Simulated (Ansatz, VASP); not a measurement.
**CdS: VASP beside Ansatz**

The input INCAR:

```
SYSTEM = CdS
ALGO     = Normal         ! electronic algorithm
EDIFF    = 1E-8           ! SCF threshold, eV
ENCUT    = 520            ! plane-wave cutoff, eV
GGA      = PE             ! functional
ISIF     = 2              ! what is computed and relaxed
ISMEAR   = -1             ! smearing method
LASPH    = .TRUE.         ! aspherical terms in the spheres
LCHARG   = .FALSE.        ! write CHGCAR
LEFG     = .TRUE.       
LREAL    = .FALSE.        ! projectors in reciprocal space
LWAVE    = .FALSE.        ! write WAVECAR
NBANDS   = 16             ! bands
NELM     = 100            ! most SCF steps
PREC     = Accurate       ! precision mode
SIGMA    = 0.02           ! smearing width, eV
```

The input KPOINTS:

```
k-points
0
G
  7 7 7
  0 0 0
```

File POSCAR:

```
CdS
1.0
    0.0000000000      2.9429534649      2.9429534649
    2.9429534649      0.0000000000      2.9429534649
    2.9429534649      2.9429534649      0.0000000000
Cd S
1 1
Direct
    0.0000000000      0.0000000000      0.0000000000
    0.7500000000      0.7500000000      0.7500000000
```

Input for Ansatz:

```yaml
crystal:
  lattice:
    - [0.0, 2.9429534649, 2.9429534649]
    - [2.9429534649, 0.0, 2.9429534649]
    - [2.9429534649, 2.9429534649, 0.0]
  atoms:
    - { symbol: Cd, position: [0.0, 0.0, 0.0] }
    - { symbol: S, position: [0.75, 0.75, 0.75] }
kpoints:
  mp_grid: { grid: [7, 7, 7] }
  band_path:
    path:
      - [0.0, 0.0, 0.0]
      - [-0.5, -0.5, 0.0]
      - [-0.375, -0.375, 0.25]
      - [-0.375, 0.0, 0.375]
      - [0.0, 0.0, 0.0]
      - [0.0, 0.0, 0.5]
      - [-0.5, -0.25, 0.25]
      - [-0.5, -0.5, 0.0]
    npoints: 8
scf:
  occupations: { method: fermi_dirac, width: 0.02 }
hamiltonian:
  xc: pbe
  pseudopotentials: { kind: all_electron, datasets: crystal }
output:
  forces: true
  stress: true
  eigenvalues: true
  efg: { contact_densities: true }
```

Alike in both runs: task electric field gradients; functional PBE; k mesh 7 × 7 × 7; occupations fermi-dirac, width 0.02 eV; no spin polarisation.

|  | VASP | Ansatz |
| --- | --- | --- |
| version | VASP 6.6.1 | Ansatz 0.2.0 |
| potentials or method | VASP PAW PBE potentials, release 64 (Cd, S) | all-electron PAW with datasets made for the crystal, scalar-relativistic |
| plane-wave cutoff (eV) | 520 | see its input |

Ansatz gave:

| Item | Value |
| --- | --- |
| gap on the k mesh at the Fermi level (eV) | 1.09 |
| pressure (GPa) | 1.2 |
| Vzz of the field gradient on the site that differs most (V/Å²) | 0.0 |

Task: Estimate VASP's values.

Result: gap on the k mesh at the Fermi level (eV): 1.09; pressure (GPa): 1.5; Vzz of the field gradient on the site that differs most (V/Å²): 0.0.

Ansatz ran all-electron here, so the differences hold the error of VASP's frozen core and of both bases. Ansatz warned: «gradients_without_spin_orbit».
